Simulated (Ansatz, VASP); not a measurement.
# Two plane-wave programs on ZnSe

The input INCAR:

```
ALGO = Normal
EDIFF = 1E-8
ENCUT = 520
GGA = PE
ISIF = 2
ISMEAR = -1
LASPH = T
LCHARG = F
LEFG = T
LREAL = F
LWAVE = F
NBANDS = 16
NELM = 80
PREC = Accurate
SIGMA = 0.08
```

File KPOINTS:

```
k-points
0
Gamma
  13 13 13
```

POSCAR

```
ZnSe
1.0
    0.0000000000      2.6565082956      2.6565082956
    2.6565082956      0.0000000000      2.6565082956
    2.6565082956      2.6565082956      0.0000000000
Zn Se
1 1
Direct
    0.0000000000      0.0000000000      0.0000000000
    0.5000000000      0.5000000000      0.5000000000
```

Input for Ansatz:

```yaml
crystal:
  lattice:
    - [0.0, 2.6565082956, 2.6565082956]
    - [2.6565082956, 0.0, 2.6565082956]
    - [2.6565082956, 2.6565082956, 0.0]
  atoms:
    - { symbol: Zn, position: [0.0, 0.0, 0.0] }
    - { symbol: Se, position: [0.5, 0.5, 0.5] }
kpoints:
  mp_grid: { grid: [13, 13, 13] }
scf:
  occupations: { method: fermi_dirac, width: 0.08 }
hamiltonian:
  xc: pbe
  pseudopotentials: { kind: paw }
output:
  forces: true
  stress: true
  eigenvalues: true
  efg: { contact_densities: true }
```

Change from the starting cell: volume scaled by 0.97, PAW files.

Alike in both runs: task electric field gradients; functional PBE; k mesh 13 × 13 × 13; occupations fermi-dirac, width 0.08 eV; no spin polarisation.

|  | VASP | Ansatz |
| --- | --- | --- |
| version | VASP 6.6.1 | Ansatz 0.2.0 |
| potentials or method | VASP PAW PBE potentials, release 64 (Zn, Se) | PAW with Ansatz's default frozen-core files, scalar-relativistic |
| plane-wave cutoff (eV) | 520 | 420 |
| valence electrons in the cell | 18 | 28 |

Ansatz gave:

```
pressure (GPa)                                                 : 2.3
Vzz of the field gradient on the site that differs most (V/Å²) : 0.0
```

Task: Which values does VASP return?

Result: Pressure (GPa): 2.6; Vzz of the field gradient on the site that differs most (V/Å²): 0.0.

The two sets of potentials don't hold the same shells in valence.
